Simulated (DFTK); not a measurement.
Runs of DFTK 0.8.2 on HfN. It takes space group Fm-3m (No. 225, cubic). Conventional cell: a = 4.512 Å, b = 4.512 Å, c = 4.512 Å, α = 90.00°, β = 90.00°, γ = 90.00°. Hf (site symmetry m-3m) is surrounded by 6 N at 2.26 Å. Around N (site symmetry m-3m) lie 6 Hf at 2.26 Å. 

| task | level | potentials or basis | k mesh | cutoff (eV) | valence electrons | gap on the mesh (eV) | pressure (GPa) |
| --- | --- | --- | --- | --- | --- | --- | --- |
| single point | LDA | SG15 1.2 (PBE) | 10 × 10 × 10 | 1225 | Hf 26, N 5 | none | -12.3 |
| band structure | PBEsol | SG15 1.2 (PBE) | 8 × 8 × 8 | 1225 | Hf 26, N 5 | none | -1.6 |
| band structure | TPSS | SG15 1.2 (PBE) | 8 × 8 × 8 | 1225 | Hf 26, N 5 | none | (a) |
| band structure | AM05 | SG15 1.2 (PBE) | 8 × 8 × 8 | 1225 | Hf 26, N 5 | none | (b) |
| band structure | LDA | SG15 1.2 (PBE) | 8 × 8 × 8 | 1225 | Hf 26, N 5 | none | -12.1 |
| band structure | RPBE | SG15 1.2 (PBE) | 8 × 8 × 8 | 1225 | Hf 26, N 5 | none | 14.7 |
| band structure | LDA | cp2k.nc.sr.lda.v0_1.semicore.gth (LDA, GTH) | 9 × 9 × 9 | 2231 | Hf 12, N 5 | none | -10.9 |
| band structure | WC | SG15 1.2 (PBE) | 8 × 8 × 8 | 1225 | Hf 26, N 5 | none | (c) |

Alike in all rows: no spin polarisation; cell as given; smearing fermi-dirac 0.05 eV.

Q: Estimate the missing entries.

A: (a) 6.9; (b) -2.1; (c) -0.8.

Caveats: the potentials were made for another functional, which shifts forces and pressure (some runs); spin-orbit coupling is left out, which moves the levels of the heavy elements (some runs); the program warned that the kinetic-energy density falls under its von Weizsäcker bound, which can give unphysical results (some runs); GTH potentials come without recommended cutoffs, and this one wasn't checked for convergence (some runs).

A k mesh can miss the band edges, and the runs leave out spin-orbit coupling on Hf.

A gap of «none» marks a metal or a gap under the smearing width.

Runs at the PBE level aren't shown here.
